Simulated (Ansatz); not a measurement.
**Sn under changes of volume**

One of the cells (27.353 Å³/atom); the others are scaled copies at fixed shape and fractional positions:

```xyz
1
Lattice="-2.0292 2.0292 1.6608 2.0292 -2.0292 1.6608 2.0292 2.0292 -1.6608" Properties=species:S:1:pos:R:3 pbc="T T T"
Sn    0.0000    0.0000    0.0000
```

This isn't the form of Sn at room conditions, which is tetragonal (white tin).

- Program: Ansatz 0.2.0
- Functional: LDA
- Potentials or basis: all-electron LAPW, scalar-relativistic
- Cutoff: 167 eV (chosen from the basis error)
- Basis error allowed: 0.001 eV/atom
- k mesh: 10 × 10 × 10
- Occupations: fermi-dirac, width 0.05 eV
- Spin: no spin polarisation

```tsv
volume (Å³/atom)	energy over the lowest point (meV/atom)	pressure (GPa)
25.712	0.00	-0.1
26.259	2.66	-1.3
26.806	8.96	-2.3
27.353	18.46	-3.2
27.901	30.82	-4.0
28.448	45.71	-4.7
28.995	?	?
```

Problem. What does the run at 28.995 Å³/atom give?

Solution. Energy over the lowest point 62.77 meV/atom; pressure -5.3 GPa.

Worked out: A Birch-Murnaghan fit of order 3 (a polynomial in V^(-2/3)) to the other rows has its minimum at 25.62 Å³/atom, just outside them, with B0 = V·E''(V) = 57 GPa and B' = 4.6 at fixed shape and positions, which overstates the stiffness. It gives 62.83 meV/atom at 28.995 Å³/atom, against the run's 62.77, and -dE/dV = -5.3 GPa, against -5.3.

Energies are extrapolated to zero smearing.
